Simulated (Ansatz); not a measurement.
Bi2Se3 (Paraguanajuatite): single point with PBE

Crystal: Bi2Se3 (Paraguanajuatite).

```
Bi Se
1.0
     2.07150    1.19598    9.54533
    -2.07150    1.19598    9.54533
     0.00000   -2.39196    9.54533
Bi Se
2 3
Direct
  0.59920 0.59920 0.59920
  0.40080 0.40080 0.40080
  0.78830 0.78830 0.78830
  0.21170 0.21170 0.21170
  0.00000 0.00000 0.00000
```

| Property | Result |
| --- | --- |
| Program | Ansatz 0.2.0 |
| Task | single point |
| Functional | PBE |
| Potentials or basis | all-electron LAPW, scalar-relativistic |
| Cutoff | 207 eV (chosen from the basis error) |
| Basis error allowed | 0.002 eV/atom |
| k mesh | 8 × 8 × 8 |
| Occupations | fermi-dirac, width 0.05 eV |
| Spin | no spin polarisation |

```yaml
Pressure: 2.6 GPa
Largest_force: 0.160 eV/Å
Band_gap_on_the_k_mesh: 0.22 eV, direct
```

Forces in eV/Å, atoms in the order of the input:
```
Bi   0.000  0.000  0.159
Bi   0.000  0.000 -0.159
Se   0.000  0.000  0.160
Se   0.000  0.000 -0.160
Se   0.000  0.000  0.000
```

Levels at points of the mesh, in eV from the valence-band top:
| k point | band 70 | band 71 | band 72 | band 73 | band 74 | band 75 | band 76 | band 77 |
| --- | --- | --- | --- | --- | --- | --- | --- | --- |
| (0.00, 0.00, 0.00) | -1.87 | -1.22 | -1.22 | 0.00 | 0.22 | 1.39 | 1.39 | 2.12 |
| (0.00, 0.00, -0.50) | -3.00 | -2.15 | -1.24 | -0.56 | 0.84 | 1.92 | 2.96 | 3.15 |
| (0.00, -0.50, -0.50) | -1.90 | -1.88 | -1.65 | -1.01 | 1.34 | 1.95 | 2.59 | 2.99 |
| (-0.50, -0.50, -0.50) | -1.54 | -1.39 | -1.39 | -0.46 | 0.63 | 1.70 | 1.70 | 2.06 |

Run time: 33 s on 4 threads of Intel(R) Xeon(R) Platinum 8375C CPU @ 2.90GHz (Ice Lake), on a shared host, peak memory 1.1 GiB.

Caveat: spin-orbit coupling is left out, which as a rule narrows the gap of such compounds by several tenths of an eV. A k mesh can miss the band edges.
